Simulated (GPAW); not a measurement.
## ZrO2: single point with PBE

The system is ZrO2.

```
Zr O
1.0
     3.59610    0.00000    0.00000
     0.00000    3.59610    0.00000
     0.00000    0.00000    5.17700
Zr O
2 4
Direct
  0.50000 0.50000 0.50000
  0.00000 0.00000 0.00000
  0.50000 0.00000 0.79700
  0.50000 0.00000 0.29700
  0.00000 0.50000 0.70300
  0.00000 0.50000 0.20300
```

```json
{
 "Program": "GPAW 26.7.0",
 "Task": "single point",
 "Functional": "PBE",
 "Potentials or basis": "GPAW PAW data sets (gpaw-data 1.2.1)",
 "Cutoff": "800 eV",
 "Basis": "pw",
 "k mesh": "7 × 7 × 5",
 "Occupations": "fermi-dirac, width 0.05 eV",
 "Spin": "no spin polarisation",
 "Maxiter": "150"
}
```

```
Pressure               : 3.2 GPa
Largest force          : 0.081 eV/Å
Band gap on the k mesh : 4.01 eV, indirect (least direct gap 4.12 eV)
```

Forces in eV/Å, atoms in the order of the input:
```
Zr   0.000  0.000  0.000
Zr   0.000  0.000  0.000
O    0.000  0.000  0.081
O    0.000  0.000  0.081
O    0.000  0.000 -0.081
O    0.000  0.000 -0.081
```

Stress tensor (GPa, compression positive):
```
2.84 0.00 0.00
0.00 2.84 0.00
0.00 0.00 3.94
```

Levels at points of the mesh, in eV from the valence-band top:
| k point | band 20 | band 21 | band 22 | band 23 | band 24 | band 25 | band 26 | band 27 | band 28 | band 29 |
| --- | --- | --- | --- | --- | --- | --- | --- | --- | --- | --- |
| (0.00, 0.00, 0.00) | -1.26 | -0.54 | -0.11 | -0.11 | -0.11 | 4.01 | 4.54 | 5.12 | 5.27 | 6.61 |

Wall time 84 s on 1 thread of Arm Neoverse V1 (shared host), peak memory 0.26 GiB.

Caveat: an odd mesh through Γ misses points on the zone boundary, where band edges often lie.
